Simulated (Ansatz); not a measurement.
# MgO: the cost of one run

Program: Ansatz 0.2.0. Level of theory: DFT PBE, scalar-relativistic, plane waves, PAW. These are calculated values, not measurements.

## 1. The system as given

The structure is hexagonal, space group P6_3mc (No. 186). Conventional cell: a = 3.308 Å, b = 3.308 Å, c = 4.983 Å, α = 90.00°, β = 90.00°, γ = 120.00°. Mg (site symmetry 3m) has 4 O at 1.97 to 1.99 Å as nearest neighbours. O (site symmetry 3m) is surrounded by 4 Mg at 1.97 to 1.99 Å.

As a file:

```cif
data_structure
_symmetry_space_group_name_H-M 'P 1'
_symmetry_Int_Tables_number 1
_cell_length_a 3.3078
_cell_length_b 3.3078
_cell_length_c 4.9829
_cell_angle_alpha 90.000
_cell_angle_beta 90.000
_cell_angle_gamma 120.000
_cell_volume 47.22
loop_
_atom_site_label
_atom_site_type_symbol
_atom_site_fract_x
_atom_site_fract_y
_atom_site_fract_z
_atom_site_occupancy
Mg1 Mg 0.33333 0.66667 0.00216 1
Mg2 Mg 0.66667 0.33333 0.50216 1
O1 O 0.33333 0.66667 0.40244 1
O2 O 0.66667 0.33333 0.90244 1
```

The structure comes from the Materials Project (structure only).

## 2. A distortion of lower symmetry

What differs from the listed cell: strain xx, yy, zz, yz, xz, xy = +3.3, +3.3, -5.7, +0.0, +0.0, +0.0 %; atoms moved by 0.25 Å root mean square, at most 0.34 Å.

File input.yaml:

```yaml
crystal:
  lattice:
    - [3.4175724366, 0.0, 0.0]
    - [-1.7087862183, 2.9597045493, 0.0]
    - [0.0, 0.0, 4.6998041623]
  atoms:
    - { symbol: Mg, position: [0.33333333, 0.66666667, -0.0663642499] }
    - { symbol: Mg, position: [0.66666667, 0.33333333, 0.4820452543] }
    - { symbol: O, position: [0.33333333, 0.66666667, 0.4695663736] }
    - { symbol: O, position: [0.66666667, 0.33333333, 0.9239526221] }
basis:
  ecutwfc: 420
kpoints:
  mp_grid: { grid: [9, 9, 6] }
hamiltonian:
  xc: pbe
scf:
  occupations: { method: gaussian, width: 0.02 }
output:
  forces: true
  stress: true
  eigenvalues: true
```

On the command line:

```sh
ansatz run input.yaml --threads 1 --pin off --max-ram 1331MiB --backend cpu --events-out ev --progress --plain --runs-dir out
```

Q: Estimate wall time and peak memory on 1 thread of an Arm CPU, shared host.

About 5 s, with a peak of 0.32 GiB.
